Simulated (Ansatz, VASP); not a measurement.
Given: the input of a run of Ansatz 0.2.0 on CaSe.

File input.yaml:

```yaml
crystal:
  lattice:
    - [0.0, 2.9948991977, 2.9948991977]
    - [2.9948991977, 0.0, 2.9948991977]
    - [2.9948991977, 2.9948991977, 0.0]
  atoms:
    - { symbol: Se, position: [0.5, 0.5, 0.5] }
    - { symbol: Ca, position: [0.0, 0.0, 0.0] }
kpoints:
  mp_grid: { grid: [8, 8, 8] }
scf:
  occupations: { method: fermi_dirac, width: 0.05 }
hamiltonian:
  xc: pbesol
  pseudopotentials: { kind: all_electron, lapw: { basis_error: 0.0005 } }
output:
  forces: true
  stress: true
  eigenvalues: true
```

Potentials or basis: all-electron LAPW, scalar-relativistic.

Command:

```console
$ ansatz run input.yaml --threads 1 --pin off --max-ram 3072MiB --backend cpu --events-out ev --progress --plain --runs-dir out
```

Translate it to VASP 6.6.1. Potentials there: VASP PAW PBE potentials, release 64 (Se, Ca_sv).

As run (the cutoff follows the program's own potentials):

The input INCAR:

```
SYSTEM = CaSe
ALGO     = Normal         ! electronic algorithm
EDIFF    = 1E-6           ! SCF threshold, eV
ENCUT    = 520            ! plane-wave cutoff, eV
GGA      = PS             ! functional
ISIF     = 2              ! what is computed and relaxed
ISMEAR   = -1             ! smearing method
LASPH    = .TRUE.         ! aspherical terms in the spheres
LCHARG   = .TRUE.         ! write CHGCAR
LELF     = .TRUE.         ! ELF
LREAL    = .FALSE.        ! projectors in reciprocal space
LVHAR    = .TRUE.       
LWAVE    = .FALSE.        ! write WAVECAR
NBANDS   = 15             ! bands
NELM     = 80             ! most SCF steps
PREC     = Accurate       ! precision mode
SIGMA    = 0.05           ! smearing width, eV
```

KPOINTS

```
k-points
0
G
  8 8 8
  0 0 0
```

Contents of POSCAR:

```
CaSe
1.0
    0.0000000000      2.9948991977      2.9948991977
    2.9948991977      0.0000000000      2.9948991977
    2.9948991977      2.9948991977      0.0000000000
Se Ca
1 1
Direct
    0.5000000000      0.5000000000      0.5000000000
    0.0000000000      0.0000000000      0.0000000000
```

Potentials or basis: VASP PAW PBE potentials, release 64 (Se, Ca_sv).

Command:

```console
$ cat potpaw_PBE.64/Se/POTCAR potpaw_PBE.64/Ca_sv/POTCAR > POTCAR
$ mpirun -np 1 vasp_std > vasp.out
```

Both were run:

|  | VASP | Ansatz | Ansatz less VASP |
| --- | --- | --- | --- |
| gap on the k mesh at the Fermi level (eV) | 2.02 | 2.03 | +0.010 |
| least direct gap on the mesh (eV) | 2.93 | 2.94 | +0.009 |
| pressure (GPa) | -2.6 | -2.8 | -0.17 |

Ansatz ran all-electron here, so the differences hold the error of VASP's frozen core and of both bases.

Caveats: the PAW data sets were made with another functional, which shifts forces and pressure a little (VASP). A k mesh can miss the band edges.
